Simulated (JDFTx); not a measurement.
# GaAs (F-43m) in JDFTx: a series of runs

One crystal, GaAs, is run at these levels: RPBE; tasks: equation of state.

Program: JDFTx 1.7.0 (patched build). These are calculated values, not measurements. Logs are shortened: lines on timing, memory, paths and dates and some standing lists are left out, and cuts for length are marked. The log counts tension as positive stress, the text compression.

## (1) The structure

The structure is cubic, space group F-43m (No. 216). Conventional cell: a = 5.654 Å, b = 5.654 Å, c = 5.654 Å, α = 90.00°, β = 90.00°, γ = 90.00°. As (site symmetry -43m) is surrounded by 4 Ga at 2.45 Å. Ga (site symmetry -43m) has 4 As at 2.45 Å as nearest neighbours.

## (2) Equation of state, RPBE, 21.23 Å³/atom (volume scaled by 0.94)

Input file GaAs.in:

```
lattice Face-Centered Cubic 10.4658437073
coords-type Lattice
ion As     0.7500000000     0.7500000000     0.7500000000 1
ion Ga     0.0000000000     0.0000000000     0.0000000000 1

ion-species pseudo/As.upf
ion-species pseudo/Ga.upf
elec-cutoff 42 336
elec-ex-corr gga-x-rpbe gga-c-pbe
kpoint-folding 8 8 8
elec-smearing Fermi 0.0018374661
elec-n-bands 21
electronic-SCF nIterations 100 energyDiffThreshold 1e-09
electronic-minimize nIterations 30 energyDiffThreshold 1e-7
forces-output-coords Cartesian

dump-name run.$VAR
dump End Ecomponents EigStats BandEigs Kpoints Forces Stress ElecDensity Dtot KEdensity
```

Potentials or basis: PseudoDojo-SR-PBE-0.5-standard.

The run is started by

```
$ jdftx -c 1 -i GaAs.in -o GaAs.out
```

What it wrote:

```text
*************** JDFTx 1.7.0 (patched build) ***************

Input parsed successfully to the following command list (including defaults):
[... the input with its defaults ...]

---------- Setting up symmetries ----------

Found 48 point-group symmetries of the bravais lattice
Found 24 space-group symmetries with basis
Applied RMS atom displacement 0 bohrs to make symmetries exact.

---------- Initializing the Grid ----------
R =
[            0      5.23292      5.23292  ]
[      5.23292            0      5.23292  ]
[      5.23292      5.23292            0  ]
unit cell volume = 286.591
G =
[  -0.600352   0.600352   0.600352  ]
[   0.600352  -0.600352   0.600352  ]
[   0.600352   0.600352  -0.600352  ]
Minimum fftbox size, Smin = [  64  64  64  ]
Chosen fftbox size, S = [  64  64  64  ]

---------- Initializing tighter grid for wavefunction operations ----------
R =
[            0      5.23292      5.23292  ]
[      5.23292            0      5.23292  ]
[      5.23292      5.23292            0  ]
unit cell volume = 286.591
G =
[  -0.600352   0.600352   0.600352  ]
[   0.600352  -0.600352   0.600352  ]
[   0.600352   0.600352  -0.600352  ]
Minimum fftbox size, Smin = [  44  44  44  ]
Chosen fftbox size, S = [  48  48  48  ]

---------- Exchange Correlation functional ----------
Initialized LibXC exchange functional 'Hammer, Hansen, and Norskov'
Initialized LibXC correlation functional 'Perdew, Burke & Ernzerhof'

---------- Setting up pseudopotentials ----------
Width of ionic core gaussian charges (only for fluid interactions / plotting) set to 0

Reading pseudopotential file 'pseudo/As.upf':
  'As' pseudopotential, 'PBE' functional
  Generated using ONCVPSP code by D. R. Hamann
  15 valence electrons, 3 orbitals, 6 projectors, 1001 radial grid points, with lMax = 2
    3D    l: 2   occupation: 10.0   eigenvalue: -1.493697
    4S    l: 0   occupation:  2.0   eigenvalue: -0.532653
    4P    l: 1   occupation:  3.0   eigenvalue: -0.190913
  Core radius for overlap checks: 1.74 bohrs.

Reading pseudopotential file 'pseudo/Ga.upf':
  'Ga' pseudopotential, 'PBE' functional
  Generated using ONCVPSP code by D. R. Hamann
  13 valence electrons, 3 orbitals, 6 projectors, 1001 radial grid points, with lMax = 2
    3D    l: 2   occupation: 10.0   eigenvalue: -0.703915
    4S    l: 0   occupation:  2.0   eigenvalue: -0.328859
    4P    l: 1   occupation:  1.0   eigenvalue: -0.094784
  Core radius for overlap checks: 1.84 bohrs.

Initialized 2 species with 2 total atoms.

Folded 1 k-points by 8x8x8 to 512 k-points.

---------- Setting up k-points, bands, fillings ----------
Adding inversion symmetry to k-mesh for non-inversion-symmetric unit cell.
Reduced to 29 k-points under symmetry.
Computing the number of bands and number of electrons
Calculating initial fillings.
nElectrons:  28.000000   nBands: 21   nStates: 29

----- Setting up reduced wavefunction bases (one per k-point) -----
average nbasis = 3726.990 , ideal nbasis = 3725.896

---------- Setting up ewald sum ----------
Optimum gaussian width for ewald sums = 2.376703 bohr.
Real space sum over 1331 unit cells with max indices [  5  5  5  ]
Reciprocal space sum over 2197 terms with max indices [  6  6  6  ]

---------- Allocating electronic variables ----------
Initializing wave functions:  linear combination of atomic orbitals
Note: number of bands (21) exceeds available atomic orbitals (18)
As pseudo-atom occupations:   s ( 2 )  p ( 3 )  d ( 10 )
Ga pseudo-atom occupations:   s ( 2 )  p ( 1 )  d ( 10 )
	FillingsUpdate:  mu: +0.395514379  nElectrons: 28.000000
LCAOMinimize: Iter:   0  F: -163.0245450203824760  |grad|_K:  1.143e-03  alpha:  1.000e+00
	FillingsUpdate:  mu: +0.389078563  nElectrons: 28.000000
LCAOMinimize: Iter:   1  F: -163.0290289093051115  |grad|_K:  3.322e-05  alpha:  5.284e-01  linmin: -6.114e-02  cgtest:  2.391e-01
LCAOMinimize: Encountered beta<0, resetting CG.
	FillingsUpdate:  mu: +0.389198309  nElectrons: 28.000000
LCAOMinimize: Iter:   2  F: -163.0290354911673489  |grad|_K:  4.941e-06  alpha:  9.302e-01  linmin: -3.557e-03  cgtest:  4.310e-02
	FillingsUpdate:  mu: +0.389224986  nElectrons: 28.000000
LCAOMinimize: Iter:   3  F: -163.0290355871330519  |grad|_K:  1.080e-06  alpha:  6.120e-01  linmin:  3.952e-06  cgtest: -2.098e-02
	FillingsUpdate:  mu: +0.389218993  nElectrons: 28.000000
LCAOMinimize: Iter:   4  F: -163.0290355934297111  |grad|_K:  2.722e-08  alpha:  8.440e-01  linmin: -1.250e-03  cgtest:  1.667e-02
LCAOMinimize: Converged (|Delta F|<1.000000e-06 for 2 iters).

-------- Electronic minimization -----------
Will mix electronic density at each iteration.
	FillingsUpdate:  mu: +0.389218993  nElectrons: 28.000000
	FillingsUpdate:  mu: +0.377140783  nElectrons: 28.000000
SCF: Cycle:  0   F: -163.073136114084690   dF: -4.410e-02   |Residual|: 4.585e-02   |deigs|: 2.016e-01
	FillingsUpdate:  mu: +0.379112786  nElectrons: 28.000000
SCF: Cycle:  1   F: -163.074215185252513   dF: -1.079e-03   |Residual|: 2.636e-02   |deigs|: 7.411e-03
	FillingsUpdate:  mu: +0.382934093  nElectrons: 28.000000
SCF: Cycle:  2   F: -163.074372462779905   dF: -1.573e-04   |Residual|: 3.979e-03   |deigs|: 5.470e-03
	FillingsUpdate:  mu: +0.383404687  nElectrons: 28.000000
SCF: Cycle:  3   F: -163.074389378286185   dF: -1.692e-05   |Residual|: 1.987e-03   |deigs|: 1.071e-03
	FillingsUpdate:  mu: +0.383959422  nElectrons: 28.000000
SCF: Cycle:  4   F: -163.074394183577851   dF: -4.805e-06   |Residual|: 7.274e-04   |deigs|: 6.478e-04
	FillingsUpdate:  mu: +0.384056750  nElectrons: 28.000000
SCF: Cycle:  5   F: -163.074395345961022   dF: -1.162e-06   |Residual|: 2.234e-04   |deigs|: 2.140e-04
	FillingsUpdate:  mu: +0.384130578  nElectrons: 28.000000
SCF: Cycle:  6   F: -163.074395570065292   dF: -2.241e-07   |Residual|: 6.848e-05   |deigs|: 1.134e-04
	FillingsUpdate:  mu: +0.384140668  nElectrons: 28.000000
SCF: Cycle:  7   F: -163.074395614295213   dF: -4.423e-08   |Residual|: 1.916e-05   |deigs|: 8.228e-05
	FillingsUpdate:  mu: +0.384140917  nElectrons: 28.000000
SCF: Cycle:  8   F: -163.074395629476271   dF: -1.518e-08   |Residual|: 1.004e-05   |deigs|: 8.373e-05
	FillingsUpdate:  mu: +0.384140876  nElectrons: 28.000000
SCF: Cycle:  9   F: -163.074395634826999   dF: -5.351e-09   |Residual|: 3.658e-06   |deigs|: 7.962e-05
	FillingsUpdate:  mu: +0.384141471  nElectrons: 28.000000
SCF: Cycle: 10   F: -163.074395636951266   dF: -2.124e-09   |Residual|: 1.944e-06   |deigs|: 8.659e-05
	FillingsUpdate:  mu: +0.384141353  nElectrons: 28.000000
SCF: Cycle: 11   F: -163.074395637802212   dF: -8.509e-10   |Residual|: 9.962e-07   |deigs|: 9.510e-05
	FillingsUpdate:  mu: +0.384141332  nElectrons: 28.000000
SCF: Cycle: 12   F: -163.074395638185621   dF: -3.834e-10   |Residual|: 3.975e-07   |deigs|: 9.442e-05
SCF: Converged (|Delta E|<1.000000e-09 for 2 iters).

Setting wave functions to eigenvectors of Hamiltonian

# Stress tensor in Cartesian coordinates [Eh/a0^3]:
[  -0.00039331            0            0  ]
[            0  -0.00039331            0  ]
[            0            0  -0.00039331  ]

# Ionic positions in lattice coordinates:
ion As   0.750000000000000   0.750000000000000   0.750000000000000 1
ion Ga   0.000000000000000   0.000000000000000   0.000000000000000 1

# Forces in Cartesian coordinates:
force As  -0.000000000000000  -0.000000000000000   0.000000000000000 1
force Ga   0.000000000000000  -0.000000000000000   0.000000000000000 1

# Energy components:
   Eewald =     -101.2431842467521079
       EH =       56.1722239730068011
     Eloc =     -141.2682215629861844
      Enl =      -90.7201487910586764
      Exc =      -44.9071936243521179
 Exc_core =       19.6096312356602454
       KE =      139.2824973817654950
-------------------------------------
     Etot =     -163.0743956347164954
       TS =        0.0000000034691266
-------------------------------------
        F =     -163.0743956381856208

IonicMinimize: Iter:   0  F: -163.074395638185621  |grad|_K:  7.944e-36
IonicMinimize: Converged (|grad|_K<1.000000e-04).

#--- Lowdin population analysis ---
# oxidation-state As -0.024
# oxidation-state Ga +0.065

Dumping 'run.eigStats' ...
	eMin: -0.940507 at state 20 ( [ +0.000000 +0.500000 +0.500000 ] spin 0 )
	HOMO: +0.362004 at state 0 ( [ +0.000000 +0.000000 +0.000000 ] spin 0 )
	mu  : +0.384141
	LUMO: +0.404854 at state 0 ( [ +0.000000 +0.000000 +0.000000 ] spin 0 )
	eMax: +0.914634 at state 19 ( [ +0.000000 +0.375000 -0.375000 ] spin 0 )
	HOMO-LUMO gap: +0.042850
	Optical gap  : +0.042850 at state 0 ( [ +0.000000 +0.000000 +0.000000 ] spin 0 )
Done!
[note: mu as printed may lie anywhere between the filled and the empty levels]
```

Wall time 78 s (1 thread of Intel Xeon Platinum 8375C at 2.90GHz (Ice Lake), shared host); peak memory 0.17 GiB.

What came out:

```
Free energy            : -4437.4804 eV
Pressure               : 11.6 GPa
Band gap on the k mesh : 1.17 eV, direct
```

Caveat: the potentials were made for another functional, which shifts forces and pressure.

## (3) Equation of state, RPBE, 21.69 Å³/atom (volume scaled by 0.96)

Edit GaAs.in of step 2 so:

```diff
@@ -1,2 +1,2 @@
-lattice Face-Centered Cubic 10.4658437073
+lattice Face-Centered Cubic 10.5395492604
 coords-type Lattice
@@ -17,2 +17,2 @@
 dump-name run.$VAR
-dump End Ecomponents EigStats BandEigs Kpoints Forces Stress ElecDensity Dtot KEdensity
+dump End Ecomponents EigStats BandEigs Kpoints Forces Stress
```

Potentials or basis: PseudoDojo-SR-PBE-0.5-standard.

The run is started by

```
$ jdftx -c 1 -i GaAs.in -o GaAs.out
```

Run time: 75 s. Hardware: 1 thread of Intel Xeon Platinum 8375C at 2.90GHz (Ice Lake), shared host; peak memory 0.17 GiB.

Results (log left out):

```yaml
Free_energy: -4437.5396 eV
Pressure: 9.5 GPa
Band_gap_on_the_k_mesh: 1.00 eV, direct
```

Caveat: the potentials were made for another functional, which shifts forces and pressure.

## (4) Equation of state, RPBE, 22.14 Å³/atom (volume scaled by 0.98)

Edit GaAs.in of step 3 so:

```diff
@@ -1,2 +1,2 @@
-lattice Face-Centered Cubic 10.5395492604
+lattice Face-Centered Cubic 10.6122381042
 coords-type Lattice
```

The run is started by

```
$ jdftx -c 1 -i GaAs.in -o GaAs.out
```

It took 78 s on 1 thread of Intel Xeon Platinum 8375C at 2.90GHz (Ice Lake), shared host; peak memory 0.17 GiB.

Results (log left out):

* Free energy: -4437.5874 eV
* Pressure: 7.5 GPa
* Band gap on the k mesh: 0.84 eV, direct

Caveat: the potentials were made for another functional, which shifts forces and pressure.

## (5) Equation of state, RPBE, 22.59 Å³/atom

Edit GaAs.in of step 4 so:

```diff
@@ -1,2 +1,2 @@
-lattice Face-Centered Cubic 10.6122381042
+lattice Face-Centered Cubic 10.6839445908
 coords-type Lattice
```

The run is started by

```
$ jdftx -c 1 -i GaAs.in -o GaAs.out
```

It took 79 s on 1 thread of Intel Xeon Platinum 8375C at 2.90GHz (Ice Lake), shared host; peak memory 0.17 GiB.

The run converged. Its results:

```
Free energy            : -4437.6251 eV
Pressure               : 5.8 GPa
Band gap on the k mesh : 0.69 eV, direct
```

Caveat: the potentials were made for another functional, which shifts forces and pressure.

## (6) Equation of state, RPBE, 23.04 Å³/atom (volume scaled by 1.02)

Edit GaAs.in of step 5 so:

```diff
@@ -1,2 +1,2 @@
-lattice Face-Centered Cubic 10.6839445908
+lattice Face-Centered Cubic 10.7547012527
 coords-type Lattice
```

Potentials or basis: PseudoDojo-SR-PBE-0.5-standard.

The run is started by

```
$ jdftx -c 1 -i GaAs.in -o GaAs.out
```

It took 77 s on 1 thread of Intel Xeon Platinum 8375C at 2.90GHz (Ice Lake), shared host; peak memory 0.17 GiB.

It converged, with:

```
Free energy            : -4437.6536 eV
Pressure               : 4.3 GPa
Band gap on the k mesh : 0.54 eV, direct
```

Caveat: the potentials were made for another functional, which shifts forces and pressure.

## (7) Equation of state, RPBE, 23.49 Å³/atom (volume scaled by 1.04)

Edit GaAs.in of step 6 so:

```diff
@@ -1,2 +1,2 @@
-lattice Face-Centered Cubic 10.7547012527
+lattice Face-Centered Cubic 10.8245389321
 coords-type Lattice
```

The run is started by

```
$ jdftx -c 1 -i GaAs.in -o GaAs.out
```

Run time: 76 s. Hardware: 1 thread of Intel Xeon Platinum 8375C at 2.90GHz (Ice Lake), shared host; peak memory 0.18 GiB.

It converged, with:

| Property | Result |
| --- | --- |
| Free energy | -4437.6737 eV |
| Pressure | 2.9 GPa |
| Band gap on the k mesh | 0.40 eV, direct |

Caveat: the potentials were made for another functional, which shifts forces and pressure.

## (8) Equation of state, RPBE, 23.94 Å³/atom (volume scaled by 1.06)

Edit GaAs.in of step 7 so:

```diff
@@ -1,2 +1,2 @@
-lattice Face-Centered Cubic 10.8245389321
+lattice Face-Centered Cubic 10.8934868990
 coords-type Lattice
```

The run is started by

```
$ jdftx -c 1 -i GaAs.in -o GaAs.out
```

Run time: 77 s. Hardware: 1 thread of Intel Xeon Platinum 8375C at 2.90GHz (Ice Lake), shared host; peak memory 0.17 GiB.

The run converged. Its results:

```
Free energy            : -4437.6864 eV
Pressure               : 1.6 GPa
Band gap on the k mesh : 0.26 eV, direct
```

Caveat: the potentials were made for another functional, which shifts forces and pressure.

## (9) Equation of state, RPBE

Potentials or basis: PseudoDojo-SR-PBE-0.5-standard.

No new run: the results of the series are fitted here.

Results:

```yaml
Equilibrium_volume: "24.61 Å³/atom (rough: see the caveat)"
Bulk_modulus: 56 GPa (rough)
```

Energy against volume, from the lowest point:
```tsv
volume (Å³/atom)	energy (meV/atom)
21.234	103.03
21.686	73.42
22.138	49.49
22.590	30.66
23.041	16.43
23.493	6.37
23.945	0.00
```

Caveat: the minimum lies outside the volumes run; the potentials were made for another functional, which shifts forces and pressure.
